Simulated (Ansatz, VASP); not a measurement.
## Two plane-wave programs on AlGa3N4

```
Al Ga N
1.0
     4.35371    0.00000    0.00000
     0.00000    4.35371    0.00000
     0.00000    0.00000    4.46534
Al Ga N
1 3 4
Direct
  0.00000 0.00000 0.00000
  0.50000 0.50000 0.00000
  0.50000 0.00000 0.50000
  0.00000 0.50000 0.50000
  0.75535 0.75535 0.24465
  0.75535 0.24465 0.75535
  0.24465 0.75535 0.75535
  0.24465 0.24465 0.24465
```

Change from the starting cell: strain -0.025 along x and y, +0.000 along z, atoms carried along.

Alike in both runs: task single point; functional r2SCAN; k mesh 6 × 6 × 6; occupations gaussian, width 0.05 eV; no spin polarisation.

|  | VASP | Ansatz |
| --- | --- | --- |
| version | VASP 6.6.1 | Ansatz 0.2.0 |
| potentials or method | VASP PAW PBE potentials, release 64 (Al, Ga_d, N) | scalar-relativistic, plane waves, PAW |
| plane-wave cutoff (eV) | 520 | 500 |
| valence electrons in the cell | 62 | 62 |

```tsv
	VASP	Ansatz	Ansatz less VASP
gap on the k mesh at the Fermi level (eV)	3.15	3.15	+0.001
least direct gap on the mesh (eV)	3.15	3.15	+0.001
pressure (GPa)	12.1	11.2	-0.87
largest component of the traceless stress (GPa)	2.44	2.35	-0.087
rms of the force components (eV/Å)	0.042	0.013	-0.0293
```

Atom by atom the forces differ by 0.035 eV/Å (rms over components).

Caveats: the PAW data sets were made with another functional, which shifts forces and pressure a little (VASP).
